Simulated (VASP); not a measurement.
A run of VASP 6.6.1 is set up as follows.

File INCAR:

```
PREC = Accurate
ENCUT = 400
EDIFF = 1E-6
ISMEAR = 0
SIGMA = 0.01
LREAL = F
LASPH = T
NELM = 100
ALGO = Fast
ISIF = 2
LWAVE = F
LCHARG = F
ISPIN = 2
MAGMOM = 0.5 0.5 0.5 0.5
LORBIT = 11
NUPDOWN = 1
GGA = MK
LUSE_VDW = T
AGGAC = 0.0
PARAM1 = 0.1234
PARAM2 = 1.0
NBANDS = 20
ISYM = 0
```

File KPOINTS:

```
regular mesh
0
Gamma
  1 1 1
```

File POSCAR:

```
HCO2                                    
1.0
   12.5008549775      0.0000000000      0.0000000000
    0.0000000000     13.0008549775      0.0000000000
    0.0000000000      0.0000000000     13.5008549775
  O               C               H             
     2     1     1
Selective dynamics
Direct
     0.5048703041000024    0.5354628166000026    0.4133508594999995   F   F   F
     0.4255790350312328    0.4923009787624666    0.5662560215449306   T   T   T
     0.4922508209889021    0.5054041277967326    0.4995861904793927   T   T   T
     0.5753364729397550    0.4793660221624146    0.5296561260106512   T   T   T
```

Potentials or basis: VASP PAW PBE potentials, release 64 (O, C, H).

Command:

```console
$ cat potpaw_PBE.64/O/POTCAR potpaw_PBE.64/C/POTCAR potpaw_PBE.64/H/POTCAR > POTCAR
$ mpirun -np 4 vasp_gam > vasp.out
```

Q: What does it give for the largest force?

A: 0.090 eV/Å.

Forces in eV/Å, atoms in the order of the input:
```
O   -0.043  0.009 -0.012
O   -0.021  0.018 -0.033
C    0.072 -0.029  0.046
H   -0.009  0.002 -0.001
```

Caveat: the standard files for N, O and F lose accuracy on very short bonds; the PAW data sets were made with another functional, which shifts forces and pressure a little; the total moment is fixed, so each spin has its own Fermi level.
